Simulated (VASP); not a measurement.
Calculation: PBE GGA, VASP's PBE PAW potentials (set 64) (plane waves; VASP).

VASP input:

File POSCAR:
```
SrF2
1
   -0.0000000000     2.9336871873     2.9336871873
    2.9336871873     0.0000000000     2.9336871873
    2.9336871873     2.9336871873     0.0000000000
Sr F
1 2
Direct
  0.0000000000   1.0000000000   1.0000000000
  0.2500000000   0.2500000000   0.2500000000
  0.7500000000   0.7500000000   0.7500000000
```

**INCAR**
```
ALGO  =  Normal
EDIFF  =  1E-6
EDIFFG  =  -0.02
ENCUT  =  530
GGA  =  PE
IBRION  =  2
ISIF  =  3
ISMEAR  =  0
LASPH  =  .TRUE.
LCHARG  =  .FALSE.
LMAXMIX  =  4
LREAL  =  .FALSE.
LWAVE  =  .FALSE.
NELM  =  100
NSW  =  60
PREC  =  Accurate
SIGMA  =  0.05
SYSTEM  =  SrF2
```

File KPOINTS:
```
Automatic mesh
0
Gamma
6 6 6
0 0 0
```

POTCAR, in this order: Sr_sv F (PBE.64 set). Program: vasp_std.

The resulting files:

**OSZICAR**
```
       N       E                     dE             d eps       ncg     rms          rms(c)
DAV:   1     0.149185628279E+03    0.14919E+03   -0.14481E+04   512   0.149E+03
DAV:   2    -0.127902308724E+02   -0.16198E+03   -0.16038E+03   656   0.312E+02
DAV:   3    -0.184444893566E+02   -0.56543E+01   -0.56476E+01   712   0.624E+01
DAV:   4    -0.186297177530E+02   -0.18523E+00   -0.18522E+00   712   0.837E+00
DAV:   5    -0.186321408371E+02   -0.24231E-02   -0.24231E-02   720   0.986E-01    0.146E+01
DAV:   6    -0.170456970472E+02    0.15864E+01   -0.84886E+00   512   0.201E+01    0.124E+01
DAV:   7    -0.170436117817E+02    0.20853E-02   -0.22058E-01   712   0.411E+00    0.654E+00
DAV:   8    -0.170632819214E+02   -0.19670E-01   -0.41663E-02   648   0.255E+00    0.538E-01
DAV:   9    -0.170707799988E+02   -0.74981E-02   -0.10563E-02   648   0.728E-01    0.349E-01
DAV:  10    -0.170722272182E+02   -0.14472E-02   -0.13485E-03   560   0.281E-01    0.914E-02
DAV:  11    -0.170724234376E+02   -0.19622E-03   -0.17637E-04   600   0.917E-02    0.197E-02
DAV:  12    -0.170724453286E+02   -0.21891E-04   -0.33854E-05   648   0.398E-02    0.207E-02
DAV:  13    -0.170724451340E+02    0.19462E-06   -0.27081E-06   616   0.135E-02
   1 F= -.17072445E+02 E0= -.17072445E+02  d E =-.170724E+02
```

**OUTCAR**
```
------------------------ aborting loop because EDIFF is reached ----------------------------------------
  FORCE on cell =-STRESS in cart. coord.  units (eV):
  Direction    XX          YY          ZZ          XY          YZ          ZX
  --------------------------------------------------------------------------------------
  Total       -0.0167832     -0.0167832     -0.0167832      0.0000000      0.0000000      0.0000000
  in kB       -0.5324937     -0.5324937     -0.5324937      0.0000000      0.0000000      0.0000000
  external PRESSURE =      -0.5324937 kB  Pullay stress =       0.0000000 kB
  volume of cell :       50.50
      direct lattice vectors                 reciprocal lattice vectors
     0.000000000  2.933687187  2.933687187    -0.170433986  0.170433986  0.170433986
     2.933687187  0.000000000  2.933687187     0.170433986 -0.170433986  0.170433986
     2.933687187  2.933687187  0.000000000     0.170433986  0.170433986 -0.170433986
 POSITION                                       TOTAL-FORCE (eV/Angst)
 -----------------------------------------------------------------------------------
      0.00000      0.00000      0.00000         0.000000     -0.000000      0.000000
      1.46684      1.46684      1.46684         0.000000      0.000000     -0.000000
      4.40053      4.40053      4.40053        -0.000000     -0.000000     -0.000000
 -----------------------------------------------------------------------------------
    total drift:                                0.000000     -0.000000      0.000000
  FREE ENERGIE OF THE ION-ELECTRON SYSTEM (eV)
  ---------------------------------------------------
  free  energy   TOTEN  =       -17.0724451340 eV

  energy  without entropy=      -17.0724451340  energy(sigma->0) =      -17.07244513

 reached required accuracy - stopping structural energy minimisation
```
(Selected blocks of OUTCAR.)

OUTCAR:
```
 val. band max:       -1.9405255168   @ k =   0.5000   0.5000   0.0000

 cond. band min:       4.7896435781   @ k =   0.0000   0.0000   0.0000


 Fermi energy:        -1.6467232513

 k-point     1 :       0.0000    0.0000    0.0000
  band No.  band energies     occupation
      1     -32.2751      2.00000
      2     -21.2858      2.00000
      3     -20.8984      2.00000
      4     -14.1809      2.00000
      5     -14.1809      2.00000
      6     -14.1809      2.00000
      7      -3.5613      2.00000
      8      -3.5613      2.00000
      9      -3.5613      2.00000
     10      -2.0502      2.00000
     11      -2.0501      2.00000
     12      -2.0501      2.00000
     13       4.7896      0.00000
     14       7.9841      0.00000
     15       7.9841      0.00000
     16      10.2817      0.00000

 k-point     2 :       0.1667    0.0000    0.0000
  band No.  band energies     occupation
      1     -32.2632      2.00000
      2     -21.3061      2.00000
      3     -20.9385      2.00000
      4     -14.1986      2.00000
      5     -14.1986      2.00000
      6     -14.1596      2.00000
      7      -3.4523      2.00000
      8      -3.4523      2.00000
      9      -3.3378      2.00000
     10      -2.2858      2.00000
     11      -2.1279      2.00000
     12      -2.1279      2.00000
     13       5.4274      0.00000
     14       7.9937      0.00000
     15       7.9937      0.00000
     16       9.9893      0.00000

 k-point     3 :       0.3333    0.0000    0.0000
  band No.  band energies     occupation
      1     -32.2394      2.00000
      2     -21.3193      2.00000
      3     -21.0490      2.00000
      4     -14.2335      2.00000
      5     -14.2335      2.00000
      6     -14.1087      2.00000
      7      -3.2185      2.00000
      8      -3.2185      2.00000
      9      -2.8944      2.00000
     10      -2.6638      2.00000
     11      -2.2914      2.00000
     12      -2.2914      2.00000
     13       6.7410      0.00000
...
```

The compound is SrF2 in the fluorite structure. It was relaxed first. The start is the result of an earlier pass.
